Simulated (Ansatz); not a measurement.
Method: DFT PBE, scalar-relativistic, plane waves, PAW (Ansatz 0.2.0). All cells share a 420 eV cutoff and Γ-centred k meshes spaced at most about 0.3 Å⁻¹ (about 0.25 or finer for metals, 2π included). No spin polarisation.

Temperature and zero-point effects are left out.

Question: Which of these relaxed structures of Ga4P is the lowest in energy?
A.

```
CELL_PARAMETERS angstrom
-2.52905 2.52905 3.87866
2.52905 -2.52905 3.87866
2.52905 2.52905 -3.87866
ATOMIC_POSITIONS crystal
Ga 0.31964 0.31964 0.00000
Ga 0.68036 0.68036 0.00000
Ga 0.50000 0.00000 0.50000
Ga 0.00000 0.50000 0.50000
P 0.00000 0.00000 0.00000
```

B.

```
CELL_PARAMETERS angstrom
-2.97576 2.97576 2.97576
2.97576 -2.97576 2.97576
2.97576 2.97576 -2.97576
ATOMIC_POSITIONS crystal
Ga 0.00000 0.00000 0.50000
Ga 0.50000 0.00000 0.00000
Ga 0.50000 0.50000 0.50000
Ga 0.00000 0.50000 0.00000
P 0.00000 0.00000 0.00000
```

C.

```
CELL_PARAMETERS angstrom
5.83692 0.00000 0.00000
0.00000 5.83692 0.00000
0.00000 0.00000 5.57644
ATOMIC_POSITIONS crystal
Ga 0.66641 0.83359 0.28294
Ga 0.83359 0.33359 0.28294
Ga 0.16641 0.33359 0.71706
Ga 0.83359 0.66641 0.71706
Ga 0.66641 0.16641 0.71706
Ga 0.33359 0.83359 0.71706
Ga 0.33359 0.16641 0.28294
Ga 0.16641 0.66641 0.28294
P 0.50000 0.50000 0.00000
P 0.00000 0.00000 0.00000
```

Answer: C. The next of these, A, lies 90 meV/atom higher. Forms: C P4/nbm; A I4/mmm; B Im-3m. Counting Ga atoms around P (those within 1.25 times the shortest such distance or 1.15 times the sum of covalent radii, 1.27 where that leaves under three): C has P 8; A has P 6; B has P 8. All come from invented guesses. Even the lowest of the cells shown lies +0.03 eV/atom against the elements.

Cells relaxed within their symmetry can be saddle points. Some types were kept out of the candidates beforehand, so the set may lack a known form.
